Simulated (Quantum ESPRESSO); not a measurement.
Rh under changes of volume

One of the cells (14.302 Å³/atom); the others are scaled copies at fixed shape and fractional positions:

```xyz
2
Lattice="2.7310 0.0000 0.0000 -1.3655 2.3651 0.0000 0.0000 0.0000 4.4285" Properties=species:S:1:pos:R:3 pbc="T T T"
Rh    0.0000    1.5767    1.1071
Rh    1.3655    0.7884    3.3214
```

This isn't the form of Rh at room conditions, which is fcc.

```yaml
Program: Quantum ESPRESSO 7.5
Functional: PBE
Potentials_or_basis: SSSP 1.3 efficiency PBE
Cutoff: 816 eV
Density_cutoff: 3265 eV
k_mesh: 11 × 11 × 6
Occupations: fermi-dirac, width 0.05 eV
Spin: no spin polarisation
```

```csv
volume (Å³/atom),energy over the lowest point (meV/atom),pressure (GPa)
13.444,26.61,13.2
13.730,?,?
14.016,0.00,1.1
14.302,1.73,-4.0
14.588,11.96,-8.4
14.874,29.65,-12.3
15.160,53.96,-15.7
```

Problem. What does the run at 13.730 Å³/atom give?

Solution. Energy over the lowest point 7.88 meV/atom; pressure 6.8 GPa.

Worked out: A Birch-Murnaghan fit of order 3 (a polynomial in V^(-2/3)) to the other rows has its minimum at 14.10 Å³/atom with B0 = V·E''(V) = 255 GPa and B' = 5.1 at fixed shape and positions, which overstates the stiffness. It gives 7.86 meV/atom at 13.730 Å³/atom, against the run's 7.88, and -dE/dV = 7.3 GPa, against 6.8.

Energies are extrapolated to zero smearing.
